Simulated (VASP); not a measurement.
Here is a VASP 6.6.1 calculation.

Contents of INCAR:

```
SYSTEM = BAs
ALGO = Normal
EDIFF = 1E-7
ENCUT = 520
GGA = PS
ISIF = 2
ISMEAR = 0
LASPH = .TRUE.
LCHARG = .FALSE.
LREAL = .FALSE.
LWAVE = .FALSE.
NBANDS = 11
NELM = 100
PREC = Accurate
SIGMA = 0.02
```

File KPOINTS:

```
k-points
0
G
  10 10 10
  0 0 0
```

Contents of POSCAR:

```
BAs
1.0
    0.0000000000      2.3838624930      2.3838624930
    2.3838624930      0.0000000000      2.3838624930
    2.3838624930      2.3838624930      0.0000000000
B As
1 1
Direct
    0.0000000000      0.0000000000      0.0000000000
    0.2500000000      0.2500000000      0.2500000000
```

Potentials or basis: VASP PAW PBE potentials, release 64 (B, As).

Command:

```bash
$ cat potpaw_PBE.64/B/POTCAR potpaw_PBE.64/As/POTCAR > POTCAR
$ mpirun -np 1 vasp_std > vasp.out
```

Task: Predict the pressure.

Result: 0.9 GPa.

Task: Predict the band gap on the k mesh.

Result: 1.07 eV, indirect (least direct gap 3.25 eV).

Caveat: the PAW data sets were made with another functional, which shifts forces and pressure a little. A k mesh can miss the band edges.
